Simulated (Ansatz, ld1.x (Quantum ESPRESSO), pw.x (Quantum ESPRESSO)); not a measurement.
pw.x on sc Pb: one setting changed

Potential: norm-conserving Troullier–Martins (Kleinman–Bylander form), ld1.x (Quantum ESPRESSO) 7.5, PBE; core [Xe] 4f14, reference 5d10 6s2 6p1; waves: 6s (bound): rc 1.75 bohr; 6p (bound): rc 1.90 bohr; 5d (bound): rc 1.90 bohr; local part: all-electron potential smoothed inside 1.75 bohr (lloc = -2); core correction: Bessel-smoothed model core inside 1.40 bohr.

The reference run (k-mesh 10³, cutoffs 110/440 Ry, Fermi–Dirac 0.01 Ry, mixing_beta 0.4, conv_thr 1e-9, no spin) gives -0.51 GPa at 34.553 Å³/atom, where all-electron LAPW gives -0.11 GPa. This run, with its own iteration cap, changes degauss to 0.005.

```
&control
  calculation='scf', prefix='x', pseudo_dir='./', outdir='./tmp', tstress=.true., disk_io='none'
/
&system
  ibrav=0, nat=1, ntyp=1, ecutwfc=110, ecutrho=440, nbnd=15,
  occupations='smearing', smearing='fd', degauss=0.005
/
&electrons
  conv_thr=1e-09, mixing_beta=0.4, electron_maxstep=50
/
ATOMIC_SPECIES
Pb 1.0 Pb.UPF
CELL_PARAMETERS angstrom
  3.25708121 0.00000000 0.00000000
  0.00000000 3.25708121 0.00000000
  0.00000000 0.00000000 3.25708121
ATOMIC_POSITIONS crystal
Pb 0.0000 0.0000 0.0000
K_POINTS automatic
10 10 10 0 0 0
```

```bash
pw.x < Pb.scf.in > Pb.scf.out
```

Problem. How does the run end?

Solution. It converges in 8 iterations; the free energy moves by +15.0 meV/atom and the pressure by -0.07 GPa. In a metal, with Fermi–Dirac smearing, F lies below its zero-width value by a term in the square of the width.

```
Message from routine setup:
     using ibrav=0 with symmetry is DISCOURAGED, use correct ibrav instead
     lattice parameter (alat)  =       6.1550  a.u.
     unit-cell volume          =     233.1752 (a.u.)^3
     number of electrons       =        14.00
     number of Kohn-Sham states=           15
     kinetic-energy cutoff     =     110.0000  Ry
     charge density cutoff     =     440.0000  Ry
     scf convergence threshold =      1.0E-09
     Exchange-correlation= PBE
     number of k points=    56  Fermi-Dirac smearing, width (Ry)=  0.0050
     iteration #  1     ecut=   110.00 Ry     beta= 0.40
     total energy              =    -145.19356652 Ry
     estimated scf accuracy    <       0.87473992 Ry
     iteration #  2     ecut=   110.00 Ry     beta= 0.40
     total energy              =    -145.28482972 Ry
     estimated scf accuracy    <       0.04751960 Ry
     iteration #  3     ecut=   110.00 Ry     beta= 0.40
     total energy              =    -145.29471881 Ry
     estimated scf accuracy    <       0.00222154 Ry
     [... 2 iterations left out ...]
     iteration #  6     ecut=   110.00 Ry     beta= 0.40
     total energy              =    -145.29489667 Ry
     estimated scf accuracy    <       0.00000063 Ry
     iteration #  7     ecut=   110.00 Ry     beta= 0.40
     total energy              =    -145.29489670 Ry
     estimated scf accuracy    <       0.00000004 Ry
     iteration #  8     ecut=   110.00 Ry     beta= 0.40
     the Fermi energy is     9.1528 ev
!    total energy              =    -145.29489671 Ry
     estimated scf accuracy    <          4.6E-10 Ry
     smearing contrib. (-TS)   =      -0.00082215 Ry
     The total energy is F=E-TS. E is the sum of the following terms:
     one-electron contribution =     -40.49363201 Ry
     hartree contribution      =      29.64247270 Ry
     xc contribution           =     -44.09180586 Ry
     ewald contribution        =     -90.35110938 Ry
     convergence has been achieved in   8 iterations
          total   stress  (Ry/bohr**3)                   (kbar)     P=       -5.88
     Message from routine punch:
     Nothing written, as per user request (disk_io='none')
```

The run took about 84 s on one core of a shared host (Neoverse-N1, 64 threads, 498 GiB, load 30).
